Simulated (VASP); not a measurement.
# GaN (Fm-3m) in VASP: further runs

The runs below take GaN through single point, with PBE, HSE(alpha, omega).

Program: VASP 6.6.1. These are calculated values, not measurements. Logs are shortened: lines on timing, memory, paths and dates and some standing lists are left out, and cuts for length are marked.

## 1. Starting point

The structure is cubic, space group Fm-3m (No. 225). Conventional cell: a = 4.270 Å, b = 4.270 Å, c = 4.270 Å, α = 90.00°, β = 90.00°, γ = 90.00°. Around Ga (site symmetry m-3m) lie 6 N at 2.14 Å. Around N (site symmetry m-3m) lie 6 Ga at 2.14 Å.

Measurements of this composition are mostly on another form, of space group No. 186.

## 2. Single point, PBE

The input, INCAR:

```
SYSTEM = GaN
ALGO = Fast ; EDIFF = 1E-6
ENCUT = 500 ; GGA = PE
ISIF = 2 ; ISMEAR = 0
LASPH = .TRUE. ; LCHARG = .FALSE.
LREAL = .FALSE. ; LWAVE = .FALSE.
NELM = 60 ; PREC = Accurate
SIGMA = 0.02
```

The input, KPOINTS:

```
k-points
0
G
  5 5 5
  0 0 0
```

The input, POSCAR:

```
GaN
1.0
    0.0000000000      2.1352350000      2.1352350000
    2.1352350000      0.0000000000      2.1352350000
    2.1352350000      2.1352350000      0.0000000000
Ga N
1 1
Direct
    0.0000000000      0.0000000000      0.0000000000
    0.5000000000      0.5000000000      0.5000000000
```

Potentials or basis: VASP PAW PBE potentials, release 64 (Ga_d_GW, N_GW).

Command:

```bash
$ cat potpaw_PBE.64/Ga_d_GW/POTCAR potpaw_PBE.64/N_GW/POTCAR > POTCAR
$ mpirun -np 1 vasp_std > vasp.out
```

OUTCAR:

```text
SYSTEM = GaN
   EDIFF = 1E-6
   ENCUT = 500
   GGA = PE
   ISIF = 2
   ISMEAR = 0
   LASPH = .TRUE.
   LREAL = .FALSE.
   NELM = 60
   PREC = Accurate

 ion  position               nearest neighbor table
   1  0.000  0.000  0.000-   2 2.14   2 2.14   2 2.14   2 2.14   2 2.14   2 2.14
   2  0.500  0.500  0.500-   1 2.14   1 2.14   1 2.14   1 2.14   1 2.14   1 2.14

  LATTYP: Found a face centered cubic cell.
 ALAT       =     4.2704700000

  Lattice vectors:

 A1 = (   0.0000000000,   2.1352350000,   2.1352350000)
 A2 = (   2.1352350000,   0.0000000000,   2.1352350000)
 A3 = (   2.1352350000,   2.1352350000,   0.0000000000)

Analysis of symmetry for initial positions (statically):
=====================================================================
 Subroutine PRICEL returns:
 Original cell was already a primitive cell.

 Routine SETGRP: Setting up the symmetry group for a
 face centered cubic supercell.

 Subroutine GETGRP returns: Found 48 space group operations
 (whereof 48 operations were pure point group operations)
 out of a pool of 48 trial point group operations.

The static configuration has the point symmetry O_h .

Analysis of symmetry for dynamics (positions and initial velocities):
=====================================================================
 Subroutine PRICEL returns:
 Original cell was already a primitive cell.

 Routine SETGRP: Setting up the symmetry group for a
 face centered cubic supercell.

 Subroutine GETGRP returns: Found 48 space group operations
 (whereof 48 operations were pure point group operations)
 out of a pool of 48 trial point group operations.

The dynamic configuration has the point symmetry O_h .

 Subroutine INISYM returns: Found 48 space group operations
 (whereof 48 operations are pure point group operations),
 and found     1 'primitive' translations

----------------------------------------------------------------------------------------

                                     Primitive cell

  volume of cell :      19.4700

  direct lattice vectors                    reciprocal lattice vectors
     0.000000000  2.135235000  2.135235000    -0.234166263  0.234166263  0.234166263
     2.135235000  0.000000000  2.135235000     0.234166263 -0.234166263  0.234166263
     2.135235000  2.135235000  0.000000000     0.234166263  0.234166263 -0.234166263

  length of vectors
     3.019678296  3.019678296  3.019678296     0.405587864  0.405587864  0.405587864

  position of ions in fractional coordinates (direct lattice)
     0.000000000  0.000000000  0.000000000
     0.500000000  0.500000000  0.500000000

  ion indices of the primitive-cell ions
   primitive index   ion index
                 1           1
                 2           2

----------------------------------------------------------------------------------------

 KPOINTS: k-points

Automatic generation of k-mesh.
 Grid dimensions read from file:
 generate k-points for:    5    5    5

 Generating k-lattice:

  Cartesian coordinates                     Fractional coordinates (reciprocal lattice)
    -0.046833253  0.046833253  0.046833253     0.200000000  0.000000000  0.000000000
     0.046833253 -0.046833253  0.046833253     0.000000000  0.200000000  0.000000000
     0.046833253  0.046833253 -0.046833253     0.000000000  0.000000000  0.200000000

  Length of vectors
     0.081117573  0.081117573  0.081117573

  Shift w.r.t. Gamma in fractional coordinates (k-lattice)
     0.000000000  0.000000000  0.000000000

 Subroutine IBZKPT returns following result:
 ===========================================

 Found     10 irreducible k-points:

 Following reciprocal coordinates:
            Coordinates               Weight
  0.000000  0.000000  0.000000      1.000000
  0.200000  0.000000  0.000000      8.000000
  0.400000  0.000000  0.000000      8.000000
  0.200000  0.200000  0.000000      6.000000
  0.400000  0.200000  0.000000     24.000000
 -0.400000  0.200000  0.000000     24.000000
 -0.200000  0.200000  0.000000     12.000000
  0.400000  0.400000  0.000000      6.000000
 -0.400000  0.400000  0.000000     12.000000
 -0.400000  0.400000  0.200000     24.000000
   k-points           NKPTS =     10   k-points in BZ     NKDIM =     10   number of bands    NBANDS=     13
   number of dos      NEDOS =    301   number of ions     NIONS =      2
   total plane-waves  NPLWV =  13824
   dimension x,y,z NGX =    24 NGY =   24 NGZ =   24
   dimension x,y,z NGXF=    48 NGYF=   48 NGZF=   48
   ions per type =               1   1
   NGX,Y,Z   is equivalent  to a cutoff of  13.21, 13.21, 13.21 a.u.
   NGXF,Y,Z  is equivalent  to a cutoff of  26.43, 26.43, 26.43 a.u.
 SYSTEM =  GaN
   PREC   = accura    normal or accurate (medium, high low for compatibility)
   ISTART =      0    job   : 0-new  1-cont  2-samecut
   ICHARG =      2    charge: 1-file 2-atom 10-const
   ISPIN  =      1    spin polarized calculation?
   LNONCOLLINEAR =      F non collinear calculations
   LSORBIT =      F    spin-orbit coupling
   LASPH  =      T    aspherical Exc in radial PAW
   ENCUT  =  500.0 eV  36.75 Ry    6.06 a.u.   5.51  5.51  5.51*2*pi/ulx,y,z
   NELM   =     60;   NELMIN=  2; NELMDL= -5     # of ELM steps
   EDIFF  = 0.1E-05   stopping-criterion for ELM
   LREAL  =      F    real-space projection
   EDIFFG = 0.1E-04   stopping-criterion for IOM
   NSW    =      0    number of steps for IOM
   IBRION =     -1    ionic relax: 0-MD 1-quasi-New 2-CG
   NFREE  =      0    steps in history (QN), initial steepest desc. (CG)
   ISIF   =      2    stress and relaxation
   ISYM   =      2    0-nonsym 1-usesym 2-fastsym
   POTIM  = 0.5000    time-step for ionic-motion
   TEBEG  =    0.0;   TEEND  =   0.0 temperature during run
   PSTRESS=    0.0 pullay stress
   NELECT =      18.0000    total number of electrons
   NUPDOWN=      -1.0000    fix difference up-down
   EMIN   =  10.00;   EMAX   =-10.00  energy-range for DOS
   EFERMI =   0.00;   METHOD = LEGACY
   ISMEAR =     0;   SIGMA  =   0.02  broadening in eV -4-tet -1-fermi 0-gaus
   EFERMI_NEDOS =   21; number of points for ismear=-14 and -15
   IALGO  =     68    algorithm
   IMIX   =      4    mixing-type and parameters
     AMIX     =   0.40;   BMIX     =  1.00
     AMIX_MAG =   1.60;   BMIX_MAG =  1.00
[... 26 lines left out ...]
  free energy    TOTEN  =       -11.17132506 eV

  energy without entropy =      -11.17132506  energy(sigma->0) =      -11.17132506

 E-fermi :   7.4534     XC(G=0): -13.1037

 val. band max:        7.3074943074   @ k =  -0.2000   0.2000   0.0000
 cond. band min:       8.4371324707   @ k =   0.4000   0.4000   0.0000
 fundamental gap:      1.1296381633
 Fermi energy:         7.4533999679

 k-point     1 :       0.0000    0.0000    0.0000
  band No.  band energies     occupation
      1      -9.6703      2.00000
      2      -6.7808      2.00000
      3      -6.7808      2.00000
      4      -6.7808      2.00000
      5      -6.6928      2.00000
      6      -6.6928      2.00000
      7       6.8580      2.00000
      8       6.8580      2.00000
      9       6.8580      2.00000
     10       9.2116      0.00000
     11      21.7531      0.00000
     12      21.7533      0.00000
     13      21.7542      0.00000

 k-point     2 :       0.2000    0.0000    0.0000
  band No.  band energies     occupation
      1      -8.9371      2.00000
      2      -6.8023      2.00000
      3      -6.7905      2.00000
      4      -6.7905      2.00000
      5      -6.6895      2.00000
      6      -6.6895      2.00000
      7       3.6240      2.00000
      8       6.9345      2.00000
      9       6.9345      2.00000
     10      11.5137      0.00000
     11      17.3521      0.00000
     12      19.1792      0.00000
     13      19.1792      0.00000

 k-point     3 :       0.4000    0.0000    0.0000
  band No.  band energies     occupation
      1      -7.2506      2.00000
      2      -6.8975      2.00000
      3      -6.8975      2.00000
      4      -6.8027      2.00000
      5      -6.5907      2.00000
      6      -6.5907      2.00000
      7      -0.0699      2.00000
      8       7.1199      2.00000
      9       7.1199      2.00000
     10      12.0015      0.00000
     11      16.2933      0.00000
     12      16.5861      0.00000
     13      16.5861      0.00000

 k-point     4 :       0.2000    0.2000    0.0000
  band No.  band energies     occupation
      1      -8.8064      2.00000
      2      -6.8366      2.00000
      3      -6.7159      2.00000
      4      -6.7045      2.00000
      5      -6.7045      2.00000
      6      -6.6575      2.00000
      7       4.2481      2.00000
      8       5.9780      2.00000
      9       5.9780      2.00000
     10      12.1016      0.00000
     11      16.4531      0.00000
     12      17.6643      0.00000
     13      20.2806      0.00000

 k-point     5 :       0.4000    0.2000    0.0000
  band No.  band energies     occupation
      1      -8.0050      2.00000
      2      -6.8627      2.00000
      3      -6.7552      2.00000
      4      -6.7075      2.00000
      5      -6.5727      2.00000
      6      -6.0081      2.00000
      7       1.4034      2.00000
      8       5.3844      2.00000
      9       5.7318      2.00000
     10      11.8052      0.00000
     11      15.2631      0.00000
     12      17.2489      0.00000
     13      19.0620      0.00000

 k-point     6 :      -0.4000    0.2000    0.0000
  band No.  band energies     occupation
      1      -7.6431      2.00000
      2      -6.8646      2.00000
      3      -6.8416      2.00000
      4      -6.7181      2.00000
      5      -6.5850      2.00000
      6      -5.3547      2.00000
      7      -0.0277      2.00000
      8       4.2627      2.00000
      9       6.4824      2.00000
     10      12.5254      0.00000
     11      14.6186      0.00000
     12      17.5148      0.00000
     13      17.8551      0.00000

 k-point     7 :      -0.2000    0.2000    0.0000
  band No.  band energies     occupation
      1      -8.0429      2.00000
      2      -6.8363      2.00000
      3      -6.8343      2.00000
      4      -6.8093      2.00000
      5      -6.6830      2.00000
      6      -6.3843      2.00000
      7       2.0982      2.00000
      8       4.7186      2.00000
      9       7.3075      2.00000
     10      13.5286      0.00000
     11      15.1064      0.00000
     12      17.0329      0.00000
     13      17.5258      0.00000

 k-point     8 :       0.4000    0.4000    0.0000
  band No.  band energies     occupation
      1      -8.2996      2.00000
      2      -6.9280      2.00000
      3      -6.6007      2.00000
      4      -6.5536      2.00000
      5      -6.5536      2.00000
      6      -4.7265      2.00000
      7       1.3773      2.00000
      8       4.6228      2.00000
      9       4.6228      2.00000
     10       8.4371      0.00000
     11      15.3629      0.00000
     12      18.3041      0.00000
     13      21.1442      0.00000

 k-point     9 :      -0.4000    0.4000    0.0000
  band No.  band energies     occupation
      1      -8.1427      2.00000
      2      -6.8937      2.00000
      3      -6.6749      2.00000
      4      -6.6057      2.00000
      5      -6.5450      2.00000
      6      -3.9936      2.00000
      7       1.0419      2.00000
      8       2.2627      2.00000
      9       4.9848      2.00000
     10       9.6912      0.00000
     11      15.9622      0.00000
     12      18.4835      0.00000
     13      20.1179      0.00000

 k-point    10 :      -0.4000    0.4000    0.2000
  band No.  band energies     occupation
      1      -7.9782      2.00000
      2      -6.8245      2.00000
      3      -6.7806      2.00000
      4      -6.6889      2.00000
      5      -6.5541      2.00000
      6      -4.5870      2.00000
      7       1.1876      2.00000
      8       3.0237      2.00000
      9       4.3161      2.00000
     10      11.9800      0.00000
     11      16.1114      0.00000
     12      16.9011      0.00000
     13      18.7060      0.00000

------------------------ aborting loop because EDIFF is reached ----------------------------------------

  FORCE on cell =-STRESS in cart. coord.  units (eV):
  Direction    XX          YY          ZZ          XY          YZ          ZX
  --------------------------------------------------------------------------------------
  -------------------------------------------------------------------------------------
  Total       -0.0875722     -0.0875722     -0.0875722      0.0000000      0.0000000     -0.0000000
  in kB       -7.2062589     -7.2062589     -7.2062589      0.0000000      0.0000000     -0.0000000
  external PRESSURE =      -7.2062589 kB  Pullay stress =       0.0000000 kB

 VOLUME and BASIS-vectors are now :
 -----------------------------------------------------------------------------
  energy-cutoff  :      500.00
  volume of cell :       19.47
      direct lattice vectors                 reciprocal lattice vectors
     0.000000000  2.135235000  2.135235000    -0.234166263  0.234166263  0.234166263
     2.135235000  0.000000000  2.135235000     0.234166263 -0.234166263  0.234166263
     2.135235000  2.135235000  0.000000000     0.234166263  0.234166263 -0.234166263

 POSITION                                       TOTAL-FORCE (eV/Angst)
 -----------------------------------------------------------------------------------
      0.00000      0.00000      0.00000        -0.000000      0.000000      0.000000
      2.13524      2.13524      2.13524         0.000000      0.000000      0.000000
 -----------------------------------------------------------------------------------
    total drift:                                0.000000     -0.000000     -0.000000

  FREE ENERGIE OF THE ION-ELECTRON SYSTEM (eV)
  ---------------------------------------------------
  free  energy   TOTEN  =       -11.1713250644 eV

  energy  without entropy=      -11.1713250644  energy(sigma->0) =      -11.17132506
```

Run time: 4.1 s. Hardware: 1 thread of Intel Xeon Platinum 8488C (Sapphire Rapids), shared host; peak memory 0.13 GiB.

Results:

```yaml
Free_energy: -11.1713 eV
Pressure: -0.7 GPa
Band_gap_on_the_k_mesh: 1.13 eV, indirect (least direct gap 2.35 eV)
```

Caveat: the k mesh is coarse (spacing up to 0.51 Å⁻¹), so the values aren't converged; the cutoff is under 1.25 times the usual one of these potentials, so pressure, stress and relaxed cells hold a basis-set (Pulay) error; an odd mesh through Γ misses points on the zone boundary, where band edges often lie.

## 3. Single point, HSE(alpha, omega)

POSCAR is that of step 2.

The input, INCAR.step1:

```
  ALGO = Normal
  EDIFF = 1E-5
  ENCUT = 520
  GGA = PE
  ISIF = 2
  ISMEAR = -1
  LASPH = T
  LCHARG = F
  LREAL = F
  LWAVE = T
  NELM = 80
  PREC = Accurate
  SIGMA = 0.05
```

The input, INCAR.step2:

```
  AEXX = 0.05
  ALGO = Normal
  EDIFF = 1E-6
  ENCUT = 520
  GGA = PE
  HFSCREEN = 0.2
  ISIF = 2
  ISMEAR = -1
  ISTART = 1
  LASPH = T
  LCHARG = F
  LHFCALC = T
  LREAL = F
  LWAVE = F
  NELM = 80
  PREC = Accurate
  PRECFOCK = Fast
  SIGMA = 0.05
```

The input, KPOINTS:

```
k-points
0
Gamma
  6 6 6
```

Potentials or basis: VASP PAW PBE potentials, release 64 (Ga_d, N).

Command:

```bash
$ cat potpaw_PBE.64/Ga_d/POTCAR potpaw_PBE.64/N/POTCAR > POTCAR
$ cp INCAR.step1 INCAR
$ mpirun -np 1 vasp_std > vasp.out
$ cp INCAR.step2 INCAR
$ mpirun -np 1 vasp_std > vasp.out
```

It took 4.5 min on 1 thread of Intel Xeon Platinum 8488C (Sapphire Rapids), shared host; peak memory 0.25 GiB.

Results (log left out):

- Free energy: -11.6971 eV
- Pressure: -1.6 GPa
- Band gap on the k mesh: 0.61 eV, indirect (least direct gap 2.60 eV)

Levels at points of the mesh, in eV from the valence-band top:
```tsv
k point	band 7	band 8	band 9	band 10	band 11	band 12
(0.00, 0.00, 0.00)	-0.49	-0.49	-0.49	2.11	14.80	14.80
(0.50, 0.00, 0.00)	-8.25	-0.19	-0.19	4.79	9.19	9.19
(0.50, 0.50, 0.00)	-7.02	-2.99	-2.99	0.61	7.99	12.01
```

Caveat: the k mesh is coarse (spacing up to 0.42 Å⁻¹), so the values aren't converged, least of all with exact exchange; the PAW data sets were made with another functional, which shifts forces and pressure a little.

## 4. Single point, HSE(alpha, omega)

POSCAR is that of step 3.

INCAR.step1 is that of step 3.

INCAR.step2: that of step 3 with these lines changed.

```diff
@@ -1,2 +1,2 @@
-  AEXX = 0.05
+  AEXX = 0.1
   ALGO = Normal
```

KPOINTS is that of step 3.

Command:

```bash
$ cat potpaw_PBE.64/Ga_d/POTCAR potpaw_PBE.64/N/POTCAR > POTCAR
$ cp INCAR.step1 INCAR
$ mpirun -np 1 vasp_std > vasp.out
$ cp INCAR.step2 INCAR
$ mpirun -np 1 vasp_std > vasp.out
```

Run time: 5.4 min. Hardware: 1 thread of Intel Xeon Platinum 8488C (Sapphire Rapids), shared host; peak memory 0.25 GiB.

It converged, with:

```yaml
Free_energy: -12.2092 eV
Pressure: -3.6 GPa
Band_gap_on_the_k_mesh: 0.85 eV, indirect (least direct gap 2.85 eV)
```

Levels at points of the mesh, in eV from the valence-band top:
| k point | band 5 | band 6 | band 7 | band 8 | band 9 | band 10 | band 11 | band 12 | band 13 |
| --- | --- | --- | --- | --- | --- | --- | --- | --- | --- |
| (0.00, 0.00, 0.00) | -14.88 | -14.88 | -0.49 | -0.49 | -0.49 | 2.36 | 15.08 | 15.08 | 15.08 |
| (0.50, 0.00, 0.00) | -14.75 | -14.60 | -8.38 | -0.20 | -0.20 | 5.03 | 9.49 | 9.49 | 9.81 |
| (0.50, 0.50, 0.00) | -14.70 | -11.74 | -7.14 | -3.04 | -3.04 | 0.85 | 8.21 | 12.42 | 14.94 |

Caveat: the k mesh is coarse (spacing up to 0.42 Å⁻¹), so the values aren't converged, least of all with exact exchange; the PAW data sets were made with another functional, which shifts forces and pressure a little.

## 5. Single point, HSE(alpha, omega)

POSCAR is that of step 4.

INCAR.step1 is that of step 4.

INCAR.step2: that of step 4 with these lines changed.

```diff
@@ -1,2 +1,2 @@
-  AEXX = 0.1
+  AEXX = 0.15
   ALGO = Normal
```

KPOINTS is that of step 4.

Command:

```bash
$ cat potpaw_PBE.64/Ga_d/POTCAR potpaw_PBE.64/N/POTCAR > POTCAR
$ cp INCAR.step1 INCAR
$ mpirun -np 1 vasp_std > vasp.out
$ cp INCAR.step2 INCAR
$ mpirun -np 1 vasp_std > vasp.out
```

Wall time 5.3 min (1 thread of Intel Xeon Platinum 8488C (Sapphire Rapids), shared host); peak memory 0.25 GiB.

The run converged. Its results:

```yaml
Free_energy: -12.7290 eV
Pressure: -5.4 GPa
Band_gap_on_the_k_mesh: 1.10 eV, indirect (least direct gap 3.11 eV)
```

Levels at points of the mesh, in eV from the valence-band top:
```tsv
k point	band 7	band 8	band 9	band 10	band 11	band 12
(0.00, 0.00, 0.00)	-0.49	-0.49	-0.49	2.62	15.36	15.36
(0.50, 0.00, 0.00)	-8.52	-0.21	-0.21	5.28	9.79	9.79
(0.50, 0.50, 0.00)	-7.26	-3.08	-3.08	1.10	8.44	12.83
```

Caveat: the k mesh is coarse (spacing up to 0.42 Å⁻¹), so the values aren't converged, least of all with exact exchange; the PAW data sets were made with another functional, which shifts forces and pressure a little.

## 6. For comparison

An earlier run on the cell as given: functional PBE; potentials or basis VASP PAW PBE potentials, release 64 (Ga_d, N); cutoff 520 eV; k mesh 11 × 11 × 11; occupations fermi-dirac, width 0.05 eV; no spin polarisation.

* Pressure: 0.4 GPa
* Band gap on the k mesh: 0.54 eV, indirect (least direct gap 2.37 eV)

## 7. Summary

```csv
level,potentials or basis,k mesh,cutoff (eV),smearing,share of exact exchange,grid for exact exchange (PRECFOCK),mesh quality,gap on the mesh (eV),pressure (GPa)
PBE,"VASP PAW PBE potentials, release 64 (Ga_d_GW, N_GW)",5 × 5 × 5,500,gaussian 0.02 eV,-,-,coarse,1.13,-0.7
"HSE(alpha, omega)","VASP PAW PBE potentials, release 64 (Ga_d, N)",6 × 6 × 6,520,fermi-dirac 0.05 eV,0.05,Fast,coarse,0.61,-1.6
"HSE(alpha, omega)","VASP PAW PBE potentials, release 64 (Ga_d, N)",6 × 6 × 6,520,fermi-dirac 0.05 eV,0.1,Fast,coarse,0.85,-3.6
"HSE(alpha, omega)","VASP PAW PBE potentials, release 64 (Ga_d, N)",6 × 6 × 6,520,fermi-dirac 0.05 eV,0.15,Fast,coarse,1.10,-5.4
PBE,"VASP PAW PBE potentials, release 64 (Ga_d, N)",11 × 11 × 11,520,fermi-dirac 0.05 eV,-,-,not flagged,0.54,0.4
```

Alike in all rows: task single point; no spin polarisation; cell as given.

Caveats: some runs use coarse meshes; the PAW data sets were made with another functional, which shifts forces and pressure a little (some runs); an odd mesh through Γ misses points on the zone boundary, where band edges often lie (some runs); the cutoff is under 1.25 times the usual one of these potentials, so pressure, stress and relaxed cells hold a basis-set (Pulay) error (some runs).

Absolute energies hang on the potentials; compare differences alone.
